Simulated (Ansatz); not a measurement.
GeS: do energies and stresses tell the same story?

Computed with Ansatz, DFT r2SCAN, scalar-relativistic, plane waves, PAW.

Plane waves to 500 eV, a k mesh through Γ of 4×8×6 on the computed 8-atom cell and Gaussian smearing (0.02 eV); no spin polarisation.

Relaxed cell: Pnma, a = 10.835 Å, b = 3.591 Å, c = 4.544 Å, α = 90.00°, β = 90.00°, γ = 90.00°, 8 atoms in the primitive cell.

Energies at zero smearing and pressures from the stress tensor, at volumes with shape and atoms relaxed:
| V (Å³/atom) | E − E(first) (meV/atom) | P (GPa) |
| --- | --- | --- |
| 20.772 | 0.00 | 1.472 |
| 21.435 | -4.30 | 0.655 |
| 22.098 | -5.60 | 0.007 |
| 22.761 | -4.60 | -0.489 |
| 23.424 | -1.94 | -0.813 |

**Question.** Check P = −dE/dV between neighbouring volumes, and get the bulk modulus from the pressures alone.

**Answer.** With 1 eV/Å³ = 160.2 GPa:
```csv
middle V (Å³/atom),−ΔE/ΔV (GPa),mean P (GPa)
21.104,1.040,1.063
21.767,0.313,0.331
22.430,-0.242,-0.241
23.093,-0.643,-0.651
```

The two differ by 0.023 GPa at most. The mean of two end pressures misses the average over a step by about ΔV² P″/12, up to 0.016 GPa here; with that taken off 0.024 GPa remains. Around V = 22.098 Å³/atom, the two neighbours give B = −V ΔP/ΔV = 22.098 × 1.144 / 1.326 = 19.1 GPa, against B0 = 18.1 GPa from the Birch–Murnaghan fit of the energies.

The cell holds layers, and where no dispersion correction was added their binding is poorly described.